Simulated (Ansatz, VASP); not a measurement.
**TiO2 in VASP and in Ansatz**

INCAR

```
PREC = Accurate ; ENCUT = 520
EDIFF = 1E-7 ; ISMEAR = -1
SIGMA = 0.05 ; LREAL = F
LASPH = T ; NELM = 100
ALGO = Normal ; ISIF = 2
LWAVE = F ; LCHARG = F
GGA = PE ; NBANDS = 60
```

Contents of KPOINTS:

```
regular mesh
0
Gamma
  3 4 3
```

POSCAR

```
TiO2
1.0
   -4.5937300000      0.0000000000     -2.9581200000
    0.0000000000     -4.5937300000      0.0000000000
   -4.5937300000      0.0000000000      2.9581200000
Ti O
4 8
Direct
    0.0000000000      0.0000000000      0.0000000000
    0.5000000000      0.0000000000      0.5000000000
    0.0000000000      0.5000000000      0.5000000000
    0.5000000000      0.5000000000      0.0000000000
    0.8473500000      0.6947000000      0.8473500000
    0.3473500000      0.6947000000      0.3473500000
    0.6526500000      0.1947000000      0.1526500000
    0.1526500000      0.1947000000      0.6526500000
    0.6526500000      0.3053000000      0.6526500000
    0.1526500000      0.3053000000      0.1526500000
    0.8473500000      0.8053000000      0.3473500000
    0.3473500000      0.8053000000      0.8473500000
```

Input for Ansatz:

```yaml
crystal:
  lattice:
    - [-4.59373, 0.0, -2.95812]
    - [0.0, -4.59373, 0.0]
    - [-4.59373, 0.0, 2.95812]
  atoms:
    - { symbol: Ti, position: [0.0, 0.0, 0.0] }
    - { symbol: Ti, position: [0.5, 0.0, 0.5] }
    - { symbol: Ti, position: [0.0, 0.5, 0.5] }
    - { symbol: Ti, position: [0.5, 0.5, 0.0] }
    - { symbol: O, position: [0.84735, 0.6947, 0.84735] }
    - { symbol: O, position: [0.34735, 0.6947, 0.34735] }
    - { symbol: O, position: [0.65265, 0.1947, 0.15265] }
    - { symbol: O, position: [0.15265, 0.1947, 0.65265] }
    - { symbol: O, position: [0.65265, 0.3053, 0.65265] }
    - { symbol: O, position: [0.15265, 0.3053, 0.15265] }
    - { symbol: O, position: [0.84735, 0.8053, 0.34735] }
    - { symbol: O, position: [0.34735, 0.8053, 0.84735] }
hamiltonian:
  xc: pbe
  pseudopotentials: { kind: paw }
basis:
  ecutwfc: 420
kpoints:
  mp_grid: { grid: [3, 4, 3] }
scf:
  occupations: { method: fermi_dirac, width: 0.05 }
  lower_state_search: "off"
output:
  forces: true
  stress: true
  write_density: true
  write_potential: true
  elf: true
  volumetric_format: npy
```

Alike in both runs: task single point; functional PBE; k mesh 3 × 4 × 3; occupations fermi-dirac, width 0.05 eV; no spin polarisation.

```csv
,VASP,Ansatz
version,VASP 6.6.1,Ansatz 0.2.0
potentials or method,"VASP PAW PBE potentials, release 64 (Ti_sv, O)","PAW, plane waves, scalar-relativistic"
plane-wave cutoff (eV),520,420
valence electrons in the cell,96,96
```

|  | VASP | Ansatz | Ansatz less VASP |
| --- | --- | --- | --- |
| gap on the k mesh at the Fermi level (eV) | 1.88 | 1.91 | +0.027 |
| pressure (GPa) | 6.0 | 5.3 | -0.69 |
| largest component of the traceless stress (GPa) | 0.34 | 0.56 | +0.221 |
| rms of the force components (eV/Å) | 0.077 | 0.064 | -0.0129 |

Atom by atom the forces differ by 0.013 eV/Å (rms over components). With one functional, cell and mesh, what is left measures potentials, basis and numerics.

Caveats: the k mesh is coarse (spacing up to 0.42 Å⁻¹), so the values aren't converged; an odd mesh through Γ misses points on the zone boundary, where band edges often lie.
